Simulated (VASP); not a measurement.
The system is TePb.

```
CELL_PARAMETERS angstrom
4.00229 0.00000 0.00000
0.00000 4.00229 0.00000
0.00000 0.00000 4.00229
ATOMIC_POSITIONS crystal
Te 0.50000 0.50000 0.50000
Pb 0.00000 0.00000 0.00000
```

Measurements of this composition are mostly on another form, of space group No. 225.

* Program: VASP 6.6.1
* Task: relaxation of cell and atoms
* Functional: PBEsol
* Potentials or basis: VASP PAW PBE potentials, release 64 (Te, Pb_d)
* Cutoff: 600 eV
* k mesh: 8 × 8 × 8
* Occupations: gaussian, width 0.03 eV
* Spin: no spin polarisation

At the start: pressure -2.6 GPa; volume 32.05 Å³/atom.

Problem. How do energy, volume and symmetry change on relaxing?

Solution. Over 3 steps the energy falls by 18.4 meV/atom and the volume is 29.83 Å³/atom (-7.0 %); space group Pm-3m (No. 221, to 0.05 Å).

The path:
```
step  energy change (eV)  largest force (eV/Å)  pressure (GPa)  volume (Å³)
   1              0.0000                0.0000           -2.59        64.11
   2             -0.0366                0.0000            0.14        59.43
   3             -0.0367                0.0000           -0.01        59.65
```

Final structure:
```
CELL_PARAMETERS angstrom
3.90729 0.00000 0.00000
0.00000 3.90729 0.00000
0.00000 0.00000 3.90729
ATOMIC_POSITIONS crystal
Te 0.50000 0.50000 0.50000
Pb 0.00000 0.00000 0.00000
```

Caveat: the PAW data sets were made with another functional, which shifts forces and pressure a little.
